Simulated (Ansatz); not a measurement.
# Mg: the cost of one run

Method: DFT PBE, scalar-relativistic, plane waves, PAW, in Ansatz 0.2.0.

This is Mg in the bcc structure; at room conditions it is hcp.

2 further runs of the same task are left out: 2 set aside as unsound or not needed.

### Step 1. The system as given

It takes space group Im-3m (No. 229, cubic). Conventional cell: a = 3.580 Å, b = 3.580 Å, c = 3.580 Å, α = 90.00°, β = 90.00°, γ = 90.00°. Mg (site symmetry m-3m) has 8 Mg at 3.10 Å as nearest neighbours.

As a file:

```cif
data_structure
_symmetry_space_group_name_H-M 'Im-3m'
_symmetry_Int_Tables_number 229
_cell_length_a 3.5797
_cell_length_b 3.5797
_cell_length_c 3.5797
_cell_angle_alpha 90.000
_cell_angle_beta 90.000
_cell_angle_gamma 90.000
_cell_volume 45.87
loop_
_atom_site_label
_atom_site_type_symbol
_atom_site_symmetry_multiplicity
_atom_site_Wyckoff_symbol
_atom_site_fract_x
_atom_site_fract_y
_atom_site_fract_z
_atom_site_occupancy
Mg1 Mg 2 a 0.00000 0.00000 0.00000 1
```

It goes back to an entry of the Materials Project, which need not be the stable form.

This cell was relaxed beforehand with the same method: volume 22.94 Å³/atom, gap on the mesh none (metal).

### Step 2. Bands, states and charges

File input.yaml:

```yaml
crystal:
  lattice:
    - [-1.7898545956, 1.7898545956, 1.7898545956]
    - [1.7898545956, -1.7898545956, 1.7898545956]
    - [1.7898545956, 1.7898545956, -1.7898545956]
  atoms:
    - { symbol: Mg, position: [0.0, 0.0, 0.0] }
basis:
  ecutwfc: 420
kpoints:
  mp_grid: { grid: [16, 16, 16] }
  band_path:
    path:
      - [[0.0, 0.0, 0.0], [0.5, -0.5, 0.5], [0.0, 0.0, 0.5], [0.0, 0.0, 0.0], [0.25, 0.25, 0.25], [0.5, -0.5, 0.5]]
      - [[0.25, 0.25, 0.25], [0.0, 0.0, 0.5]]
    npoints: 14
hamiltonian:
  xc: pbe
scf:
  occupations: { method: gaussian, width: 0.1 }
  n_extra_bands: 6
output:
  forces: true
  stress: true
  eigenvalues: true
  populations: true
  dos: { projected: true, de: 0.02, nscf_kmesh: { grid: [24, 24, 24] } }
  bader: true
  write_density: true
  write_potential: true
  elf: true
  volumetric_format: npy
```

On the command line:

```
> ansatz run input.yaml --threads 1 --pin off --max-ram 2560MiB --backend cpu --events-out ev --progress --plain --runs-dir out
```

**Question.** How long does this run take on 1 thread of Arm Neoverse V1, shared host, and how much memory does it need?

About 11 s, with a peak of 0.3 GiB.
